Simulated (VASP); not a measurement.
Output of a VASP run:

**OUTCAR**
```
 ion  position               nearest neighbor table
   1  0.000  0.000  0.000-   2 2.70   2 2.70   2 2.70   2 2.70
   2  0.250  0.250  0.250-   1 2.70   1 2.70   1 2.70   1 2.70
  LATTYP: Found a face centered cubic cell.
 ALAT       =     6.2314435642
 Subroutine PRICEL returns:
 Original cell was already a primitive cell.
 Subroutine GETGRP returns: Found 24 space group operations
The static configuration has the point symmetry T_d .
The dynamic configuration has the point symmetry T_d .
The overall configuration has the point symmetry T_d .
 Subroutine INISYM returns: Found 24 space group operations
 Subroutine IBZKPT returns following result:
 Found     22 irreducible k-points:

 Following reciprocal coordinates:
            Coordinates               Weight
  0.000000  0.000000  0.000000      1.000000
  0.166667  0.000000  0.000000      4.000000
 -0.166667  0.000000  0.000000      4.000000
  0.333333  0.000000  0.000000      4.000000
 -0.333333  0.000000  0.000000      4.000000
  0.500000  0.000000  0.000000      4.000000
  0.166667  0.166667  0.000000      6.000000
  0.333333  0.166667  0.000000     12.000000
 -0.333333 -0.166667  0.000000     12.000000
  0.500000  0.166667  0.000000     12.000000
  0.500000 -0.166667  0.000000     12.000000
 -0.333333  0.166667  0.000000     12.000000
  0.333333 -0.166667  0.000000     12.000000
 -0.166667  0.166667  0.000000     12.000000
  0.333333  0.333333  0.000000      6.000000
  0.500000  0.333333  0.000000     12.000000
  0.500000 -0.333333  0.000000     12.000000
 -0.333333  0.333333  0.000000     12.000000
  0.500000  0.500000  0.000000      3.000000
  0.500000  0.333333  0.166667     24.000000
 -0.333333  0.333333  0.166667     24.000000
 -0.333333  0.500000  0.166667     12.000000
 Subroutine IBZKPT_HF returns following result:
   k-points           NKPTS =     22   k-points in BZ     NKDIM =    216   number of bands    NBANDS=     16
   number of dos      NEDOS =    301   number of ions     NIONS =      2
   total plane-waves  NPLWV =  21952
   dimension x,y,z NGX =    28 NGY =   28 NGZ =   28
   dimension x,y,z NGXF=    56 NGYF=   56 NGZF=   56
   ions per type =               1   1
   PREC   = accura    normal or accurate (medium, high low for compatibility)
   ISTART =      1    job   : 0-new  1-cont  2-samecut
   ICHARG =      0    charge: 1-file 2-atom 10-const
   ISPIN  =      1    spin polarized calculation?
   LNONCOLLINEAR =      T non collinear calculations
   LSORBIT =      T    spin-orbit coupling
   INIWAV =      1    electr: 0-lowe 1-rand  2-diag
   ENCUT  =  350.0 eV  25.72 Ry    5.07 a.u.   6.72  6.72  6.72*2*pi/ulx,y,z
   NELM   =     60;   NELMIN=  2; NELMDL=  0     # of ELM steps
   EDIFF  = 0.1E-05   stopping-criterion for ELM
   LREAL  =      F    real-space projection
   NLSPLINE    = F    spline interpolate recip. space projectors
   LMAXMIX     =    4 max onsite mixed and CHGCAR
   VOSKOWN=      0    Vosko Wilk Nusair interpolation
   EDIFFG = 0.1E-04   stopping-criterion for IOM
   NSW    =      0    number of steps for IOM
   NBLOCK =      1;   KBLOCK =      1    inner block; outer block
   IBRION =     -1    ionic relax: 0-MD 1-quasi-New 2-CG
   NFREE  =      0    steps in history (QN), initial steepest desc. (CG)
   ISIF   =      0    stress and relaxation
   ISYM   =      3    0-nonsym 1-usesym 2-fastsym
   TEIN   =    0.0    initial temperature
   TEBEG  =    0.0;   TEEND  =   0.0 temperature during run
   SMASS  =  -3.00    Nose mass-parameter (am)
   PSTRESS=    0.0 pullay stress
   NELECT =       8.0000    total number of electrons
   EFERMI =   0.00;   METHOD = LEGACY
   ISMEAR =     0;   SIGMA  =   0.05  broadening in eV -4-tet -1-fermi 0-gaus
   IALGO  =     38    algorithm
   LDIAG  =      T    sub-space diagonalisation (order eigenvalues)
   IMIX   =      1    mixing-type and parameters
     AMIX     =   0.40;   BMIX     =  1.00
     AMIX_MAG =   1.60;   BMIX_MAG =  1.00
     AMIN     =   0.10
...
```

File OSZICAR:
```
       N       E                     dE             d eps       ncg     rms          rms(c)
DAV:   1    -0.984992240846E+01   -0.98499E+01   -0.22000E+00   712   0.113E+01    0.206E+01
DAV:   2    -0.986400984156E+01   -0.14087E-01   -0.54692E-02   896   0.242E+00    0.135E+01
DAV:   3    -0.986320991332E+01    0.79993E-03   -0.22845E-03   968   0.382E-01    0.863E+00
DAV:   4    -0.986281509360E+01    0.39482E-03   -0.21050E-04   768   0.115E-01    0.514E+00
DAV:   5    -0.986272674038E+01    0.88353E-04   -0.67865E-05   776   0.614E-02    0.306E+00
DAV:   6    -0.986272593395E+01    0.80643E-06   -0.20525E-05   792   0.341E-02    0.182E+00
DAV:   7    -0.986274450521E+01   -0.18571E-04   -0.68904E-06   776   0.196E-02    0.108E+00
DAV:   8    -0.986276206997E+01   -0.17565E-04   -0.24912E-06   808   0.117E-02    0.637E-01
DAV:   9    -0.986277481634E+01   -0.12746E-04   -0.76109E-07   592   0.718E-03    0.379E-01
DAV:  10    -0.986278362163E+01   -0.88053E-05   -0.49829E-07   400   0.607E-03    0.223E-01
DAV:  11    -0.986278939348E+01   -0.57718E-05   -0.20274E-07   368   0.426E-03    0.131E-01
DAV:  12    -0.986279289775E+01   -0.35043E-05   -0.12054E-07   368   0.326E-03    0.769E-02
DAV:  13    -0.986279509170E+01   -0.21940E-05   -0.55346E-08   376   0.228E-03    0.452E-02
DAV:  14    -0.986279629753E+01   -0.12058E-05   -0.29939E-08   368   0.173E-03    0.263E-02
DAV:  15    -0.986279721762E+01   -0.92009E-06   -0.13171E-08   368   0.122E-03
   1 F= -.98627972E+01 E0= -.98627972E+01  d E =-.155215E-10  mag=    -0.0000    -0.0000    -0.0000
       N       E                     dE             ncg
       N       E                     dE             ncg
       N       E                     dE             ncg
```

File OUTCAR:
```
------------------------ aborting loop because EDIFF is reached ----------------------------------------
  volume of cell :       60.49
      direct lattice vectors                 reciprocal lattice vectors
     0.000000000  3.115721782  3.115721782    -0.160476459  0.160476459  0.160476459
     3.115721782  0.000000000  3.115721782     0.160476459 -0.160476459  0.160476459
     3.115721782  3.115721782  0.000000000     0.160476459  0.160476459 -0.160476459
 POSITION                                       TOTAL-FORCE (eV/Angst)
 -----------------------------------------------------------------------------------
      0.00000      0.00000      0.00000         0.000000     -0.000000     -0.000000
      1.55786      1.55786      1.55786        -0.000000      0.000000      0.000000
 -----------------------------------------------------------------------------------
    total drift:                                0.000057      0.000006      0.000031
  FREE ENERGIE OF THE ION-ELECTRON SYSTEM (eV)
  ---------------------------------------------------
  free  energy   TOTEN  =        -9.8627972176 eV

  energy  without entropy=       -9.8627972176  energy(sigma->0) =       -9.86279722

  exchange ACFDT corr.  =         0.00000000  see jH, gK, PRB 81, 115126

 Ion:    1  E_soc:     -0.0002193

 Ion:    2  E_soc:     -0.1100656
```
(Selected blocks of OUTCAR.)

**POSCAR**
```
AlSb
1
    0.0000000000     3.1157217821     3.1157217821
    3.1157217821     0.0000000000     3.1157217821
    3.1157217821     3.1157217821     0.0000000000
Al Sb
1 1
Direct
  0.0000000000   0.0000000000   0.0000000000
  0.2500000000   0.2500000000   0.2500000000
```

Question: Write an INCAR and KPOINTS that could have produced this output.

Answer: Several could match; the one computed here: the input of the run itself, HSE06 screened hybrid with spin-orbit coupling, plane waves, VASP's PBE PAW potentials (set 64).

KPOINTS:
```
Regular mesh
0
gamma
6 6 6
0 0 0
```

**INCAR**
```
! general
SYSTEM     = AlSb
PREC       = Accurate
ENCUT      = 350
LREAL      = .FALSE.
LASPH      = .TRUE.
ISYM       = 3

! electronic loop
EDIFF      = 1E-6
NELM       = 60
ALGO       = Normal
LMAXMIX    = 4

! smearing
ISMEAR     = 0
SIGMA      = 0.05

! functional
GGA        = PE
LHFCALC    = .TRUE.
AEXX       = 0.25
HFSCREEN   = 0.2
PRECFOCK   = Fast
GGA_COMPAT = .FALSE.

! spin
MAGMOM     = 6*0
LSORBIT    = .TRUE.

! ions
ISIF       = 0

! output
LWAVE      = .FALSE.
LCHARG     = .FALSE.
```

KPOINTS_OPT:
```
k-points along high-symmetry lines
11
Line-mode
Reciprocal
  0.000000   0.000000   0.000000 ! GAMMA
 -0.500000  -0.500000   0.000000 ! X

 -0.500000  -0.500000   0.000000 ! X
 -0.375000  -0.375000   0.250000 ! U

 -0.375000   0.000000   0.375000 ! K
  0.000000   0.000000   0.000000 ! GAMMA

  0.000000   0.000000   0.000000 ! GAMMA
  0.000000   0.000000   0.500000 ! L

  0.000000   0.000000   0.500000 ! L
 -0.500000  -0.250000   0.250000 ! W

 -0.500000  -0.250000   0.250000 ! W
 -0.500000  -0.500000   0.000000 ! X
```

POTCAR, in this order: Al Sb (PBE.64 set). Program: vasp_ncl. Read from the step before: WAVECAR.

The compound is AlSb in the zinc blende structure. It was relaxed first. The cell's shape comes from a PBE relaxation.
